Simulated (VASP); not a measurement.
# HgTe (Coloradoite) (F-43m) in VASP: further runs

Aim: see how the results for HgTe (Coloradoite) move with the level of theory and the settings. Levels: PBE, r2SCAN. Tasks: optical spectrum, phonons.

All numbers are computed with VASP 6.6.1; they aren't measurements. Logs are shortened: lines on timing, memory, paths and dates and some standing lists are left out, and cuts for length are marked.

### Step 1. The structure

The structure is cubic, space group F-43m (No. 216). The conventional cell has a = 6.516 Å, b = 6.516 Å, c = 6.516 Å, α = 90.00°, β = 90.00°, γ = 90.00°. Hg (site symmetry -43m) is surrounded by 4 Te at 2.82 Å. Te (site symmetry -43m) has 4 Hg at 2.82 Å as nearest neighbours.

### Step 2. Optical spectrum, PBE

Contents of INCAR:

```
PREC = Accurate
ENCUT = 520
EDIFF = 1E-7
ISMEAR = 0
SIGMA = 0.03
LREAL = F
LASPH = T
NELM = 80
ALGO = Normal
ISIF = 2
LWAVE = F
LCHARG = F
GGA = PE
LOPTICS = T
NBANDS = 41
NEDOS = 2000
CSHIFT = 0.05
```

Contents of KPOINTS:

```
Automatic mesh
0
Gamma
  10 10 10
```

Contents of POSCAR:

```
HgTe                                    
1.0
    0.0000000000      3.2580088205      3.2580088205
    3.2580088205      0.0000000000      3.2580088205
    3.2580088205      3.2580088205      0.0000000000
  Hg              Te            
     1     1
Direct
     0.0000000000000000    0.0000000000000000    0.0000000000000000
     0.2500000000000000    0.2500000000000000    0.2500000000000000
```

Potentials or basis: VASP PAW PBE potentials, release 64 (Hg, Te).

The run is started by

```sh
$ cat potpaw_PBE.64/Hg/POTCAR potpaw_PBE.64/Te/POTCAR > POTCAR
$ mpirun -np 1 vasp_std > vasp.out
```

OUTCAR:

```text
PREC = Accurate
   ENCUT = 520
   EDIFF = 1E-7
   ISMEAR = 0
   LREAL = F
   LASPH = T
   NELM = 80
   ISIF = 2
   GGA = PE

 ion  position               nearest neighbor table
   1  0.000  0.000  0.000-   2 2.82   2 2.82   2 2.82   2 2.82
   2  0.250  0.250  0.250-   1 2.82   1 2.82   1 2.82   1 2.82

  LATTYP: Found a face centered cubic cell.
 ALAT       =     6.5160176410

  Lattice vectors:

 A1 = (   0.0000000000,   3.2580088205,   3.2580088205)
 A2 = (   3.2580088205,   0.0000000000,   3.2580088205)
 A3 = (   3.2580088205,   3.2580088205,   0.0000000000)

Analysis of symmetry for initial positions (statically):
=====================================================================
 Subroutine PRICEL returns:
 Original cell was already a primitive cell.

 Routine SETGRP: Setting up the symmetry group for a
 face centered cubic supercell.

 Subroutine GETGRP returns: Found 24 space group operations
 (whereof 24 operations were pure point group operations)
 out of a pool of 48 trial point group operations.

The static configuration has the point symmetry T_d .

Analysis of symmetry for dynamics (positions and initial velocities):
=====================================================================
 Subroutine PRICEL returns:
 Original cell was already a primitive cell.

 Routine SETGRP: Setting up the symmetry group for a
 face centered cubic supercell.

 Subroutine GETGRP returns: Found 24 space group operations
 (whereof 24 operations were pure point group operations)
 out of a pool of 48 trial point group operations.

The dynamic configuration has the point symmetry T_d .

 Subroutine INISYM returns: Found 24 space group operations
 (whereof 24 operations are pure point group operations),
 and found     1 'primitive' translations

----------------------------------------------------------------------------------------

                                     Primitive cell

  volume of cell :      69.1651

  direct lattice vectors                    reciprocal lattice vectors
     0.000000000  3.258008821  3.258008821    -0.153467970  0.153467970  0.153467970
     3.258008821  0.000000000  3.258008821     0.153467970 -0.153467970  0.153467970
     3.258008821  3.258008821  0.000000000     0.153467970  0.153467970 -0.153467970

  length of vectors
     4.607520260  4.607520260  4.607520260     0.265814321  0.265814321  0.265814321

  position of ions in fractional coordinates (direct lattice)
     0.000000000  0.000000000  0.000000000
     0.250000000  0.250000000  0.250000000

  ion indices of the primitive-cell ions
   primitive index   ion index
                 1           1
                 2           2

----------------------------------------------------------------------------------------

 KPOINTS: Automatic mesh

Automatic generation of k-mesh.
 Grid dimensions read from file:
 generate k-points for:   10   10   10

 Generating k-lattice:

  Cartesian coordinates                     Fractional coordinates (reciprocal lattice)
    -0.015346797  0.015346797  0.015346797     0.100000000  0.000000000  0.000000000
     0.015346797 -0.015346797  0.015346797     0.000000000  0.100000000  0.000000000
     0.015346797  0.015346797 -0.015346797     0.000000000  0.000000000  0.100000000

  Length of vectors
     0.026581432  0.026581432  0.026581432

  Shift w.r.t. Gamma in fractional coordinates (k-lattice)
     0.000000000  0.000000000  0.000000000

 Subroutine IBZKPT returns following result:
 ===========================================

 Found     47 irreducible k-points:

 Following reciprocal coordinates:
            Coordinates               Weight
  0.000000  0.000000  0.000000      1.000000
  0.100000  0.000000  0.000000      8.000000
  0.200000  0.000000  0.000000      8.000000
  0.300000  0.000000  0.000000      8.000000
  0.400000  0.000000  0.000000      8.000000
  0.500000  0.000000  0.000000      4.000000
[... 16 lines left out ...]
  0.300000  0.300000  0.000000      6.000000
  0.400000  0.300000  0.000000     24.000000
 [... further k-points ...]
   k-points           NKPTS =     47   k-points in BZ     NKDIM =     47   number of bands    NBANDS=     41
   number of dos      NEDOS =   2000   number of ions     NIONS =      2
   total plane-waves  NPLWV =  46656
   dimension x,y,z NGX =    36 NGY =   36 NGZ =   36
   dimension x,y,z NGXF=    72 NGYF=   72 NGZF=   72
   ions per type =               1   1
   NGX,Y,Z   is equivalent  to a cutoff of  12.99, 12.99, 12.99 a.u.
   NGXF,Y,Z  is equivalent  to a cutoff of  25.98, 25.98, 25.98 a.u.
 SYSTEM =  unknown system
   PREC   = accura    normal or accurate (medium, high low for compatibility)
   ISTART =      0    job   : 0-new  1-cont  2-samecut
   ICHARG =      2    charge: 1-file 2-atom 10-const
   ISPIN  =      1    spin polarized calculation?
   LNONCOLLINEAR =      F non collinear calculations
   LSORBIT =      F    spin-orbit coupling
   LASPH  =      T    aspherical Exc in radial PAW
   ENCUT  =  520.0 eV  38.22 Ry    6.18 a.u.   8.57  8.57  8.57*2*pi/ulx,y,z
   NELM   =     80;   NELMIN=  2; NELMDL= -5     # of ELM steps
   EDIFF  = 0.1E-06   stopping-criterion for ELM
   LREAL  =      F    real-space projection
   EDIFFG = 0.1E-05   stopping-criterion for IOM
   NSW    =      0    number of steps for IOM
   IBRION =     -1    ionic relax: 0-MD 1-quasi-New 2-CG
   NFREE  =      0    steps in history (QN), initial steepest desc. (CG)
   ISIF   =      2    stress and relaxation
   ISYM   =      2    0-nonsym 1-usesym 2-fastsym
   POTIM  = 0.5000    time-step for ionic-motion
   TEBEG  =    0.0;   TEEND  =   0.0 temperature during run
   PSTRESS=    0.0 pullay stress
   NELECT =      18.0000    total number of electrons
   NUPDOWN=      -1.0000    fix difference up-down
   EMIN   =  10.00;   EMAX   =-10.00  energy-range for DOS
   EFERMI =   0.00;   METHOD = LEGACY
   ISMEAR =     0;   SIGMA  =   0.03  broadening in eV -4-tet -1-fermi 0-gaus
   EFERMI_NEDOS =   21; number of points for ismear=-14 and -15
   IALGO  =     38    algorithm
   IMIX   =      4    mixing-type and parameters
     AMIX     =   0.40;   BMIX     =  1.00
     AMIX_MAG =   1.60;   BMIX_MAG =  1.00
  volume/ion in A,a.u.               =      34.58       233.37
  Fermi-wavevector in a.u.,A,eV,Ry     =   1.045210  1.975160 14.863864  1.092463
  Thomas-Fermi vector in A             =   2.179996
   LORBIT       =      0    0 simple, 1 ext, 2 COOP (PROOUT), +10 PAW based schemes
   GGA     = PE    functional components
   LHFCALC =     F    Hartree Fock is set to
   AEXX    =    0.0000 exact exchange contribution
   IVDW    =     0    specifies the selected vdW correction
   LEPSILON=     F    determine dielectric tensor
   LRPA    =     F    only Hartree local field effects (RPA)
 non-spin polarized calculation
 Gauss-broadening in eV      SIGMA  =   0.03
  energy-cutoff  :      520.00
  volume of cell :       69.17
 maximum number of plane-waves:      1892
 NGX is ok and might be reduce to    36
   NGX = 17   NGY = 17   NGZ = 17

 number of electron      18.0000002 magnetization

 Free energy of the ion-electron system (eV)
  ---------------------------------------------------
  ext. energy  EPLUGINS =         0.00000000
  ---------------------------------------------------
  free energy    TOTEN  =        -3.61739669 eV

  energy without entropy =       -3.61735041  energy(sigma->0) =       -3.61737355

 E-fermi :   2.8540     XC(G=0):  -8.6338

 val. band max:        2.8448376054   @ k =   0.0000   0.0000   0.0000
 cond. band min:       3.3562865669   @ k =   0.1000   0.0000   0.0000
 fundamental gap:      0.5114489615
 Fermi energy:         2.8539747014

 k-point     1 :       0.0000    0.0000    0.0000
  band No.  band energies     occupation
      1      -8.9716      2.00000
      2      -4.3711      2.00000
      3      -4.3711      2.00000
      4      -4.3711      2.00000
      5      -3.8699      2.00000
      6      -3.8699      2.00000
[... 13 lines left out ...]
     20      14.9393      0.00000
     21      21.7887      0.00000
[... 529 lines left out ...]
 k-point    24 :       0.4000    0.3000    0.0000
  band No.  band energies     occupation
      1      -8.3959      2.00000
      2      -4.2174      2.00000
      3      -4.1343      2.00000
      4      -4.1043      2.00000
      5      -3.8259      2.00000
      6      -3.7736      2.00000
[... 13 lines left out ...]
     20      16.3966      0.00000
     21      17.1833      0.00000

 [... further k-points ...]

 [bands above 21 left out]

------------------------ aborting loop because EDIFF is reached ----------------------------------------

  FORCE on cell =-STRESS in cart. coord.  units (eV):
  Direction    XX          YY          ZZ          XY          YZ          ZX
  --------------------------------------------------------------------------------------
  -------------------------------------------------------------------------------------
  Total        1.0913568      1.0913568      1.0913568     -0.0000000      0.0000000      0.0000000
  in kB       25.2807863     25.2807863     25.2807863     -0.0000000      0.0000000      0.0000000
  external PRESSURE =      25.2807863 kB  Pullay stress =       0.0000000 kB

 VOLUME and BASIS-vectors are now :
 -----------------------------------------------------------------------------
  energy-cutoff  :      520.00
  volume of cell :       69.17
      direct lattice vectors                 reciprocal lattice vectors
     0.000000000  3.258008821  3.258008821    -0.153467970  0.153467970  0.153467970
     3.258008821  0.000000000  3.258008821     0.153467970 -0.153467970  0.153467970
     3.258008821  3.258008821  0.000000000     0.153467970  0.153467970 -0.153467970

 POSITION                                       TOTAL-FORCE (eV/Angst)
 -----------------------------------------------------------------------------------
      0.00000      0.00000      0.00000        -0.000000     -0.000000     -0.000000
      1.62900      1.62900      1.62900         0.000000      0.000000      0.000000
 -----------------------------------------------------------------------------------
    total drift:                               -0.000000     -0.000000     -0.000000

  FREE ENERGIE OF THE ION-ELECTRON SYSTEM (eV)
  ---------------------------------------------------
  free  energy   TOTEN  =        -3.6173966894 eV

  energy  without entropy=       -3.6173504107  energy(sigma->0) =       -3.61737355

 electrical conductivity sigma (Mega S m-1) (frequency dependency in vasprun.xml)
  --------------------------------------------------------------------------------------
       0.000       0.000       0.000
      -0.000       0.000      -0.000
       0.000       0.000       0.000

  frequency dependent IMAGINARY DIELECTRIC FUNCTION (independent particle, no local field effects) density-density
     E(ev)      X         Y         Z        XY        YZ        ZX
  --------------------------------------------------------------------------------------------------------------
     0.00000     0.00000     0.00000     0.00000     0.00000     0.00000     0.00000
     0.51576     5.95595     5.95595     5.95595     0.00000     0.00000     0.00000
     1.03153     4.89120     4.89120     4.89120     0.00000     0.00000     0.00000
     1.54729    14.02154    14.02154    14.02154     0.00000     0.00000     0.00000
     2.06305     7.53262     7.53262     7.53262     0.00000    -0.00000     0.00000
     2.57882     4.60192     4.60192     4.60192     0.00000     0.00000     0.00000
[... 92 lines left out ...]
    50.54480     0.00032     0.00032     0.00032     0.00000     0.00000     0.00000
    51.06056     0.00031     0.00031     0.00031     0.00000     0.00000     0.00000

  frequency dependent      REAL DIELECTRIC FUNCTION (independent particle, no local field effects) density-density
     E(ev)        X           Y           Z          XY          YZ          ZX
  --------------------------------------------------------------------------------------------------------------
     0.00000    18.85689    18.85689    18.85689     0.00000     0.00000     0.00000
     0.51576    27.91223    27.91223    27.91223     0.00000    -0.00000     0.00000
     1.03153    21.19163    21.19163    21.19163    -0.00000    -0.00000     0.00000
     1.54729    16.20072    16.20072    16.20072    -0.00000     0.00000     0.00000
     2.06305     5.65291     5.65291     5.65291    -0.00000     0.00000     0.00000
     2.57882     2.70694     2.70694     2.70694     0.00000    -0.00000     0.00000
[... 92 lines left out ...]
    50.54480     0.86752     0.86752     0.86752     0.00000     0.00000    -0.00000
    51.06056     0.87075     0.87075     0.87075     0.00000     0.00000    -0.00000

  frequency dependent IMAGINARY DIELECTRIC FUNCTION (independent particle, no local field effects) current-current
     E(ev)      X         Y         Z        XY        YZ        ZX
  --------------------------------------------------------------------------------------------------------------
     0.00000    69.32631    69.32631    69.32631     0.00000     0.00000     0.00000
     0.51576    11.32821    11.32821    11.32821     0.00000     0.00000    -0.00000
     1.03153     6.90099     6.90099     6.90099     0.00000    -0.00000    -0.00000
     1.54729    15.02939    15.02939    15.02939    -0.00000    -0.00000     0.00000
     2.06305     7.72656     7.72656     7.72656    -0.00000    -0.00000     0.00000
     2.57882     4.66275     4.66275     4.66275    -0.00000     0.00000    -0.00000
[... 92 lines left out ...]
    50.54480     0.00006     0.00006     0.00006    -0.00000    -0.00000    -0.00000
    51.06056     0.00005     0.00005     0.00005    -0.00000    -0.00000    -0.00000

  frequency dependent      REAL DIELECTRIC FUNCTION (independent particle, no local field effects) current-current
     E(ev)        X           Y           Z          XY          YZ          ZX
  --------------------------------------------------------------------------------------------------------------
     0.00000    18.70844    18.70844    18.70844    -0.00000    -0.00000    -0.00000
     0.51576    26.80240    26.80240    26.80240    -0.00000    -0.00000    -0.00000
     1.03153    20.77284    20.77284    20.77284    -0.00000    -0.00000    -0.00000
     1.54729    15.32437    15.32437    15.32437    -0.00000    -0.00000     0.00000
     2.06305     5.31540     5.31540     5.31540    -0.00000     0.00000    -0.00000
     2.57882     2.54782     2.54782     2.54782     0.00000    -0.00000    -0.00000
[... 92 lines left out ...]
    50.54480     0.86753     0.86753     0.86753     0.00000     0.00000     0.00000
    51.06056     0.87076     0.87076     0.87076     0.00000     0.00000     0.00000
```

Wall time 62 s (1 thread of Intel Xeon Platinum 8488C (Sapphire Rapids), shared host); peak memory 0.33 GiB.

Results:

```
Free energy            : -3.6174 eV
Pressure               : 2.5 GPa
Band gap on the k mesh : none (metal or under the smearing width)
```

Dielectric function (mean over the directions given):
```tsv
energy (eV)	real part	imaginary part
0.31	20.70	0.78
0.77	10.00	5.52
1.32	9.89	5.60
1.78	4.36	7.83
2.32	8.09	16.83
2.79	7.31	8.45
3.33	3.50	5.60
3.79	9.80	5.73
4.33	0.03	8.23
4.80	-0.44	5.27
5.34	-0.37	4.46
5.80	-1.56	9.94
6.34	-3.99	5.76
6.81	-2.05	3.87
7.35	-2.21	2.61
7.81	-1.72	1.71
8.36	-0.85	2.73
8.82	-0.36	2.61
9.36	-1.44	2.16
9.83	-0.91	1.47
10.37	-0.57	1.01
10.83	-0.19	1.05
11.37	-0.27	0.98
11.84	-0.02	0.91
12.38	-0.10	0.83
12.84	-0.18	0.81
13.38	-0.05	0.87
13.85	-0.16	0.58
14.39	0.19	0.46
14.85	0.17	0.55
15.40	0.25	0.59
15.86	0.32	0.41
16.40	0.59	0.61
16.87	0.41	0.61
17.41	0.34	0.58
17.87	0.33	0.58
18.41	0.27	0.39
18.88	0.52	0.36
19.42	0.40	0.49
19.96	0.45	0.33
```

Caveat: independent-particle spectra lack excitons; the intraband (Drude) part of a metal's response may be missing. The run has no spin-orbit coupling, so splittings on Hg, Te are missing.

[end of part 1 of 2]
